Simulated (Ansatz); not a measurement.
# Si2Ni (Fm-3m) in Ansatz: further runs

The runs below take Si2Ni through single point, with PBEsol.

Everything below comes from runs of Ansatz 0.2.0. Logs are shortened: lines on timing, memory, paths and dates and some standing lists are left out, and cuts for length are marked.

## (1) Starting point

Symmetry: Fm-3m, No. 225, cubic system. The conventional cell has a = 5.406 Å, b = 5.406 Å, c = 5.406 Å, α = 90.00°, β = 90.00°, γ = 90.00°. Ni (site symmetry m-3m) has 8 Si at 2.34 Å as nearest neighbours. Si (site symmetry -43m) has 4 Ni at 2.34 Å as nearest neighbours.

## (2) Single point, PBEsol

input.yaml reads:

```yaml
crystal:
  lattice:
    - [0.0, 2.703, 2.703]
    - [2.703, 0.0, 2.703]
    - [2.703, 2.703, 0.0]
  atoms:
    - { symbol: Ni, position: [0.0, 0.0, 0.0] }
    - { symbol: Si, position: [0.75, 0.75, 0.75] }
    - { symbol: Si, position: [0.25, 0.25, 0.25] }
hamiltonian:
  xc: pbesol
  pseudopotentials: { kind: paw }
kpoints:
  mp_grid: { grid: [9, 9, 9] }
scf:
  occupations: { method: fermi_dirac, width: 0.05 }
output:
  forces: true
  stress: true
  eigenvalues: true
```

Potentials or basis: Ansatz PAW.

Command:

```console
$ ansatz run input.yaml --threads 2 --pin off --max-ram 5632MiB --backend cpu --events-out ev --progress --plain --runs-dir out
```

Log:

```text
Warning: RAYON_NUM_THREADS=2 ignored (pool sized by the plan → 2); use --threads N
Engine: ansatz 0.2.0, x86_64-unknown-linux-gnu
Pseudopotentials: kind: paw
Pseudopotential: Ni, paw, valence charge 18, recommended cutoff 420 eV (normal), Ni.paw.azcp
Pseudopotential: Si, paw, valence charge 4, recommended cutoff 420 eV (normal), Si.paw.azcp
Functional definition: PBEsol
  exchange = pbesol_x
  correlation = pbesol_c
Crystal: 3 atoms, lattice volume = 39.497 Å³
Basis set: ecut = 420 eV, 749 PW (Γ), exchange–correlation on 54×54×54 points (8 copies of the dense FFT grid, shifted against one another)
Bands: 17, of which v1, the nominal top of the filled ones, is band 13 counted from 1 (12 counted from 0)
Symmetry: 48 space group operations
Space group: Fm-3m (ITA 225), of the structure as read, at distance tolerance 3.4e-5 Å
k-points: 35 of 729
Non-local potential: Ni, projectors of the file, l = 0: 3, l = 1: 2, l = 2: 3, l = 3: 1
Non-local potential: Si, projectors of the file, l = 0: 2, l = 1: 2, l = 2: 2
PAW form: soft (Blöchl's): semilocal exchange-correlation on the pseudo side does not see the compensation charge
PAW frozen core: Ni, regenerated for the run's functional, and the local potential with it (the file was generated under x = pbe(κ = 0.804, μ = 0.2195149727645171), c = pbe(β = 0.06672455060314922))
PAW frozen core: Si, regenerated for the run's functional, and the local potential with it (the file was generated under x = pbe(κ = 0.804, μ = 0.2195149727645171), c = pbe(β = 0.06672455060314922))
PAW one-centre angular grid: Ni, 590 points (default); XC on 64 Gauss nodes
PAW one-centre angular grid: Si, 110 points (default); XC on 64 Gauss nodes
Initial density: superposition of atomic densities (neutral atoms: chi_scale 0, normalization atom), corrected by the library's trained network
Initial wavefunctions: pseudopotential atomic-orbital guess
Functional: x = pbesol(κ = 0.804, μ = 0.12345679012345678), c = pbesol(β = 0.046)
SCF iter   1: F=—  HF=-7049.331018 eV  |F-HF|=—  |Δ(HF+E_count)|=         —  Δρ=2.22e-2  dr2=1.19e-1  ethr=1.77e-3  ⟨swp⟩=5.3  Hψ=3037  notcnv=0
preconditioner: auto → Kerker (q_TF=auto, 2.545 Å⁻¹)  [metal: Δε(μ)=0.045 eV  Ē_g=8.204 eV  σ=0.050 eV  W_gap=0.22  n_scr=14 (ndim 8)  ℏωp=25.1 eV  f_vac=0.000  D(μ)=1.03/eV (n_scr^D=8)]
SCF iter   2: F=—  HF=-7049.318423 eV  |F-HF|=—  |Δ(HF+E_count)|=   1.26e-2  Δρ=4.75e-3  dr2=6.70e-3  ethr=4.59e-4  ⟨swp⟩=2.0  Hψ=1003  notcnv=0
SCF iter   3: F=—  HF=-7049.317720 eV  |F-HF|=—  |Δ(HF+E_count)|=   7.02e-4  Δρ=1.38e-3  dr2=7.36e-4  ethr=2.58e-5  ⟨swp⟩=1.0  Hψ=593  notcnv=0  defer=2
SCF iter   4: F=—  HF=-7049.317597 eV  |F-HF|=—  |Δ(HF+E_count)|=   1.23e-4  Δρ=1.68e-4  dr2=5.92e-6  ethr=2.83e-6  ⟨swp⟩=2.4  Hψ=767  notcnv=0  defer=2
SCF iter   5: F=—  HF=-7049.317611 eV  |F-HF|=—  |Δ(HF+E_count)|=   1.44e-5  Δρ=2.76e-5  dr2=4.10e-7  ethr=2.28e-8  ⟨swp⟩=2.0  Hψ=1036  notcnv=0  defer=2
SCF iter   6: F=-7049.317611 eV  HF=-7049.317611 eV  |F-HF|=4.48e-8  |Δ(HF+E_count)|=   5.84e-8  Δρ=1.32e-5  dr2=6.59e-8  ethr=3.85e-10  ⟨swp⟩=5.4  Hψ=2551  notcnv=0
SCF 1 converged in 6 iterations: F = -7049.317611 eV  dr2 = 6.59e-8
SCF converged after 6 iterations
Free energy (F): -7049.317611 eV
Harris-Foulkes:  -7049.317611 eV  (|F-HF|=4.48e-8)
Internal energy: -7049.309848 eV  (E = F + TS)
E sigma→0 (E₀):  -7049.313730 eV
Entropy (-TS):   -0.007762 eV (-2.587 meV/atom)
Fermi energy:    13.209615 eV
--- Per-component energies (eV) ---
  E_band       = -345.288068
  E_kinetic    = 371.010684
  E_local      = -4906.506054  (includes V_loc(G=0)·N_el)
  E_nonlocal   = 680.968761
  E_hartree    = 2120.113874
  E_xc         = -198.304372
  E_vxc        = -208.967371  (∫ρ·V_xc dr)
  E_paw        = -2589.004773  (= ΣΔE_a)
  E_vpaw       = -522.045359  (= ΣTr[D̂ρ^β])
  E_aug_tail   = 0.000475  (compensation charges beyond the density's cutoff)
  E_ewald      = -2527.848854
  E_core_change = 0.260410  (= ΣΔE_core)
  E_smearing   = -0.007762  (= −TS)
  E_closure    = -0.000000  (closes the sum)
  Σ components = -7049.317611   (vs F -7049.317611, Δ=0.00e0)
--- Forces (eV/Å), atoms counted from 1 ---
  atom   1  Ni     0.00000000    -0.00000000    -0.00000000
  atom   2  Si    -0.00000000    -0.00000000    -0.00000000
  atom   3  Si    -0.00000000    -0.00000000     0.00000000
  max |Σ_I F_I| component: 9.25e-17 eV/Å
--- Stress (GPa, compression-positive) ---
       -0.899023       0.000000      -0.000000
        0.000000      -0.899023       0.000000
       -0.000000       0.000000      -0.899023
  P = ⅓ Tr σ = -0.8990 GPa (-8.990 kbar)
--- Band table (eV; the first three rows and the last of 35) ---
  k-point 0: bands = ["-91.1324", "-51.6776", "-51.6776", "-51.6776", "-0.6890", "7.9612", "7.9612", "7.9612", "9.6710", "9.6710", "12.8965", "14.9157", "14.9157", "14.9157", "15.4108", "15.4108", "15.4108"]
  k-point 1: bands = ["-91.1324", "-51.6777", "-51.6776", "-51.6776", "-0.5058", "7.5937", "8.0188", "8.0188", "9.6376", "9.6376", "12.4895", "13.7813", "14.1570", "14.1570", "16.1212", "16.1212", "17.0771"]
  k-point 2: bands = ["-91.1324", "-51.6780", "-51.6777", "-51.6777", "0.0382", "6.5968", "8.1634", "8.1634", "9.5893", "9.5893", "11.0224", "13.2645", "13.2645", "14.1287", "15.8141", "15.8141", "16.7758"]
  k-point 34: bands = ["-91.1324", "-51.6783", "-51.6782", "-51.6779", "3.7038", "4.5098", "6.3748", "6.6126", "9.2710", "9.4444", "9.7063", "10.0480", "10.7844", "14.9226", "15.7345", "17.4599", "19.1525"]
```

It took 0.95 s on 2 threads of AMD EPYC 7R43 (Zen 3), shared host; peak memory 0.37 GiB.

Results:

- Free energy: -7049.3176 eV
- Pressure: -0.9 GPa
- Band gap on the k mesh: none (metal or under the smearing width)

Caveat: the PAW data sets come from PBE, with cores solved anew for the run's functional, which leaves a small shift of forces and pressure.

## (3) Single point, PBEsol, collinear spin, ferromagnetic start

input.yaml: that of step 2 with these lines changed.

```diff
@@ -6,3 +6,3 @@
   atoms:
-    - { symbol: Ni, position: [0.0, 0.0, 0.0] }
+    - { symbol: Ni, position: [0.0, 0.0, 0.0], spin: 1.0 }
     - { symbol: Si, position: [0.75, 0.75, 0.75] }
@@ -12,2 +12,4 @@
   pseudopotentials: { kind: paw }
+magnetization:
+  spin_polarized: true
 kpoints:
```

Potentials or basis: Ansatz PAW.

Command:

```console
$ ansatz run input.yaml --threads 2 --pin off --max-ram 5632MiB --backend cpu --events-out ev --progress --plain --runs-dir out
```

Log:

```text
Warning: RAYON_NUM_THREADS=2 ignored (pool sized by the plan → 2); use --threads N
[... 7 set-up lines as earlier in the session ...]
Crystal: 3 atoms, lattice volume = 39.497 Å³
Basis set: ecut = 420 eV, 749 PW (Γ), exchange–correlation on 54×54×54 points (8 copies of the dense FFT grid, shifted against one another)
Bands: 18, of which v1, the nominal top of the filled ones, is band 13 counted from 1 (12 counted from 0)
[... 2 set-up lines as earlier in the session ...]
Magnetic group: BNS 225.116 (UNI 1618), of the structure as read, at distance tolerance 3.4e-5 Å
k-points: 35 of 729
[... 7 set-up lines as earlier in the session ...]
Initial density: superposition of atomic densities (chi_scale 0.1, normalization cell)
Starting moments: Σ|m| = 1 μB on 1 of 3 sites
[... 1 set-up line as earlier in the session ...]
[... 18 lines left out ...]
WARN: the starting moments were not kept: the SCF closed with an absolute magnetisation of 4.0e-7 μB, where they sum to 1 μB in size (1 site). That is at most 0.1 of that sum. Measured as dr2_m measures the in/out step, that magnetisation stands 1.0e-13 eV from none, at or under the dr2_threshold of 1.0e-7 eV: it is no larger than a step whose dr2_m would equal this threshold. The system may hold no moment; this SCF shows only that its start led to no more than that. To try another start: raise the starting moments (crystal.atoms[].spin, magnetization.per_species, magnetization.initial_magnetization, or on a non-collinear deck that types none of these the spinor_matrix: blocks that start its atoms; where the total moment is fixed, keep their sum and leave initial_magnetization as it is; typed ones take the place of any that the run laid by itself, positive ones on a crystal's lanthanoids without a Hubbard term where scf.initial_density.shell_occupations: [] is typed) or, if the notice of its spin-set hold's release reads "site moments contracting" or "site moments show no strong build", lengthen the hold (scf.mixing.spin_hold: { on: { confirm: 4 } }; for m-r²SCAN on two components see the key's manual first). Each may lead to a state that holds a moment. A second SCF, from the converged charge density, with the starting moments and any scf.initial_density.shell_occupations laid on it anew, would have followed, and was not run: the deck does not ask for one (magnetization.retry_lost_moments is false, the default). To let it run, set magnetization.retry_lost_moments: true and run the deck again, where that key's refused combinations let it; where memory then withholds it, that run's warning says so.
SCF converged after 12 iterations
Magnetization: -0.0000 μB (13.0000 up, 13.0000 down)
Absolute magnetization: 0.0000 μB (∫|ρ↑−ρ↓|, with the PAW one-centre terms)
Spin contamination: 0.0000 ħ² per cell (⟨S²⟩ above its minimum at these occupations)
Per-site moments (μB) at R_I (Å): [(-1.2136408277479023e-7, 0.9656074999021016), (-3.3248191690281347e-8, 0.9656074999021016), (-3.3248191769205885e-8, 0.9656074999021018)]
Free energy (F): -7049.317611 eV
Harris-Foulkes:  -7049.317611 eV  (|F-HF|=1.64e-9)
Internal energy: -7049.309849 eV  (E = F + TS)
E sigma→0 (E₀):  -7049.313730 eV
Entropy (-TS):   -0.007762 eV (-2.587 meV/atom)
Fermi energy:    13.209570 eV
--- Per-component energies (eV) ---
  E_band       = -345.290189
  E_kinetic    = 371.010767
  E_local      = -4906.521823  (includes V_loc(G=0)·N_el)
  E_nonlocal   = 680.972141
  E_hartree    = 2120.127578
  E_xc         = -198.304022
  E_vxc        = -208.966935  (∫ρ·V_xc dr)
  E_paw        = -2589.006522  (= ΣΔE_a)
  E_vpaw       = -522.043849  (= ΣTr[D̂ρ^β])
  E_aug_tail   = 0.000475  (compensation charges beyond the density's cutoff)
  E_ewald      = -2527.848854
  E_core_change = 0.260410  (= ΣΔE_core)
  E_smearing   = -0.007762  (= −TS)
  E_closure    = 0.000000  (closes the sum)
  Σ components = -7049.317611   (vs F -7049.317611, Δ=0.00e0)
--- Forces (eV/Å), atoms counted from 1 ---
  atom   1  Ni    -0.00000000     0.00000000     0.00000000
  atom   2  Si    -0.00000000     0.00000000    -0.00000000
  atom   3  Si    -0.00000000    -0.00000000     0.00000000
  max |Σ_I F_I| component: 4.63e-17 eV/Å
--- Stress (GPa, compression-positive) ---
       -0.898386      -0.000000       0.000000
       -0.000000      -0.898386      -0.000000
       -0.000000      -0.000000      -0.898386
  P = ⅓ Tr σ = -0.8984 GPa (-8.984 kbar)
--- Band table (eV; the first three rows and the last of 70) ---
  k-point 0 ↑: bands = ["-91.1325", "-51.6777", "-51.6777", "-51.6777", "-0.6890", "7.9612", "7.9612", "7.9612", "9.6709", "9.6709", "12.8966", "14.9156", "14.9156", "14.9156", "15.4108", "15.4108", "15.4108", "17.8775"]
  k-point 1 ↑: bands = ["-91.1325", "-51.6779", "-51.6778", "-51.6778", "-0.5058", "7.5937", "8.0187", "8.0187", "9.6375", "9.6375", "12.4895", "13.7813", "14.1569", "14.1569", "16.1212", "16.1212", "17.0771", "17.3867"]
  k-point 2 ↑: bands = ["-91.1325", "-51.6781", "-51.6778", "-51.6778", "0.0382", "6.5968", "8.1633", "8.1633", "9.5891", "9.5891", "11.0223", "13.2645", "13.2645", "14.1287", "15.8141", "15.8141", "16.7758", "18.2165"]
  k-point 34 ↓: bands = ["-91.1325", "-51.6785", "-51.6783", "-51.6781", "3.7038", "4.5098", "6.3748", "6.6125", "9.2709", "9.4443", "9.7062", "10.0479", "10.7843", "14.9226", "15.7345", "17.4599", "19.1525", "21.1693"]
```

It took 2.1 s on 2 threads of AMD EPYC 7R43 (Zen 3), shared host; peak memory 0.39 GiB.

Results:

```yaml
Free_energy: -7049.3176 eV
Pressure: -0.9 GPa
Band_gap_on_the_k_mesh: none (metal or under the smearing width)
Net_moment: 0.00 μB per cell
Absolute_moment: 0.00 μB per cell
```

Levels at points of the mesh, in eV from the Fermi level:
Spin up:
| k point | band 9 | band 10 | band 11 | band 12 | band 13 | band 14 | band 15 | band 16 | band 17 | band 18 |
| --- | --- | --- | --- | --- | --- | --- | --- | --- | --- | --- |
| (0.00, 0.00, 0.00) | -3.54 | -3.54 | -0.31 | 1.71 | 1.71 | 1.71 | 2.20 | 2.20 | 2.20 | 4.67 |
Spin down:
| k point | band 11 | band 12 | band 13 | band 14 | band 15 | band 16 |
| --- | --- | --- | --- | --- | --- | --- |
| (0.00, 0.00, 0.00) | -0.31 | 1.71 | 1.71 | 1.71 | 2.20 | 2.20 |

Caveat: the PAW data sets come from PBE, with cores solved anew for the run's functional, which leaves a small shift of forces and pressure; the starting moments weren't kept.

## (4) Single point, PBEsol, collinear spin, random start

input.yaml: that of step 3 with these lines changed.

```diff
@@ -6,3 +6,3 @@
   atoms:
-    - { symbol: Ni, position: [0.0, 0.0, 0.0], spin: 1.0 }
+    - { symbol: Ni, position: [0.0, 0.0, 0.0], spin: 0.49 }
     - { symbol: Si, position: [0.75, 0.75, 0.75] }
```

Potentials or basis: Ansatz PAW.

Command:

```console
$ ansatz run input.yaml --threads 2 --pin off --max-ram 5632MiB --backend cpu --events-out ev --progress --plain --runs-dir out
```

Log:

```text
Warning: RAYON_NUM_THREADS=2 ignored (pool sized by the plan → 2); use --threads N
[... 7 set-up lines as earlier in the session ...]
Crystal: 3 atoms, lattice volume = 39.497 Å³
Basis set: ecut = 420 eV, 749 PW (Γ), exchange–correlation on 54×54×54 points (8 copies of the dense FFT grid, shifted against one another)
Bands: 18, of which v1, the nominal top of the filled ones, is band 13 counted from 1 (12 counted from 0)
[... 1 set-up line as earlier in the session ...]
[... 51 lines left out ...]
  E_paw        = -2589.006640  (= ΣΔE_a)
  E_vpaw       = -522.043881  (= ΣTr[D̂ρ^β])
  E_aug_tail   = 0.000475  (compensation charges beyond the density's cutoff)
  E_ewald      = -2527.848854
  E_core_change = 0.260410  (= ΣΔE_core)
  E_smearing   = -0.007762  (= −TS)
  E_closure    = -0.000000  (closes the sum)
  Σ components = -7049.317611   (vs F -7049.317611, Δ=0.00e0)
--- Forces (eV/Å), atoms counted from 1 ---
  atom   1  Ni    -0.00000000     0.00000000     0.00000000
  atom   2  Si     0.00000000     0.00000000    -0.00000000
  atom   3  Si    -0.00000000    -0.00000000    -0.00000000
  max |Σ_I F_I| component: 3.70e-17 eV/Å
--- Stress (GPa, compression-positive) ---
       -0.898342      -0.000000       0.000000
       -0.000000      -0.898342      -0.000000
        0.000000       0.000000      -0.898342
  P = ⅓ Tr σ = -0.8983 GPa (-8.983 kbar)
--- Band table (eV; the first three rows and the last of 70) ---
  k-point 0 ↑: bands = ["-91.1325", "-51.6777", "-51.6777", "-51.6777", "-0.6890", "7.9612", "7.9612", "7.9612", "9.6708", "9.6708", "12.8966", "14.9156", "14.9156", "14.9156", "15.4108", "15.4108", "15.4108", "17.8775"]
  k-point 1 ↑: bands = ["-91.1325", "-51.6779", "-51.6778", "-51.6778", "-0.5058", "7.5937", "8.0187", "8.0187", "9.6375", "9.6375", "12.4895", "13.7813", "14.1569", "14.1569", "16.1212", "16.1212", "17.0771", "17.3867"]
  k-point 2 ↑: bands = ["-91.1325", "-51.6781", "-51.6778", "-51.6778", "0.0382", "6.5968", "8.1633", "8.1633", "9.5891", "9.5891", "11.0223", "13.2645", "13.2645", "14.1287", "15.8141", "15.8141", "16.7758", "18.2165"]
  k-point 34 ↓: bands = ["-91.1325", "-51.6785", "-51.6783", "-51.6781", "3.7038", "4.5098", "6.3748", "6.6125", "9.2709", "9.4443", "9.7062", "10.0479", "10.7843", "14.9226", "15.7345", "17.4599", "19.1525", "21.1693"]
```

Wall time 2.1 s (2 threads of AMD EPYC 7R43 (Zen 3), shared host); peak memory 0.39 GiB.

Results:

```yaml
Free_energy: -7049.3176 eV
Pressure: -0.9 GPa
Band_gap_on_the_k_mesh: none (metal or under the smearing width)
Net_moment: 0.00 μB per cell
Absolute_moment: 0.00 μB per cell
```

Levels at points of the mesh, in eV from the Fermi level:
Spin up:
| k point | band 10 | band 11 | band 12 | band 13 | band 14 | band 15 | band 16 | band 17 |
| --- | --- | --- | --- | --- | --- | --- | --- | --- |
| (0.00, 0.00, 0.00) | -3.54 | -0.31 | 1.71 | 1.71 | 1.71 | 2.20 | 2.20 | 2.20 |
Spin down:
```
           k point  band 9  band 10  band 11  band 12  band 13  band 14  band 15  band 16  band 17  band 18
(0.00, 0.00, 0.00)   -3.54    -3.54    -0.31     1.71     1.71     1.71     2.20     2.20     2.20     4.67
```

Caveat: the PAW data sets come from PBE, with cores solved anew for the run's functional, which leaves a small shift of forces and pressure; the starting moments weren't kept.

## (5) Single point, PBEsol, collinear spin, ferromagnetic start

input.yaml: that of step 4 with these lines changed.

```diff
@@ -6,3 +6,3 @@
   atoms:
-    - { symbol: Ni, position: [0.0, 0.0, 0.0], spin: 0.49 }
+    - { symbol: Ni, position: [0.0, 0.0, 0.0], spin: 2.5 }
     - { symbol: Si, position: [0.75, 0.75, 0.75] }
```

Command:

```console
$ ansatz run input.yaml --threads 2 --pin off --max-ram 5632MiB --backend cpu --events-out ev --progress --plain --runs-dir out
```

Wall time 2.2 s (2 threads of AMD EPYC 7R43 (Zen 3), shared host); peak memory 0.39 GiB.

It converged, with:

- Free energy: -7049.3176 eV
- Pressure: -0.9 GPa
- Band gap on the k mesh: none (metal or under the smearing width)
- Net moment: 0.00 μB per cell
- Absolute moment: 0.00 μB per cell

Levels at points of the mesh, in eV from the Fermi level:
Spin up:
```tsv
k point	band 10	band 11	band 12	band 13	band 14	band 15	band 16	band 17
(0.00, 0.00, 0.00)	-3.54	-0.31	1.71	1.71	1.71	2.20	2.20	2.20
```
Spin down:
```csv
k point,band 11,band 12,band 13,band 14,band 15,band 16
"(0.00, 0.00, 0.00)",-0.31,1.71,1.71,1.71,2.20,2.20
```

Caveat: the starting moments collapsed, and a magnetic state may lie lower; the PAW data sets come from PBE, with cores solved anew for the run's functional, which leaves a small shift of forces and pressure; the starting moments weren't kept.

## (6) Overview

| spin | gap on the mesh (eV) | pressure (GPa) | moment (μB) |
| --- | --- | --- | --- |
| off | none | -0.9 | - |
| collinear, ferromagnetic start | none | -0.9 | 0.00 |
| collinear, random start | none | -0.9 | 0.00 |

Alike in all rows: task single point; level PBEsol; potentials or basis Ansatz PAW; cell as given; k mesh 9 × 9 × 9; cutoff (eV) 420; smearing fermi-dirac 0.05 eV.

Every run on the cell as given and a fine mesh finds a metal.

Caveats: the PAW data sets come from PBE, with cores solved anew for the run's functional, which leaves a small shift of forces and pressure; the starting moments weren't kept (some runs).

Total energies depend on the potentials used, so only differences within one code and one set of settings carry meaning.
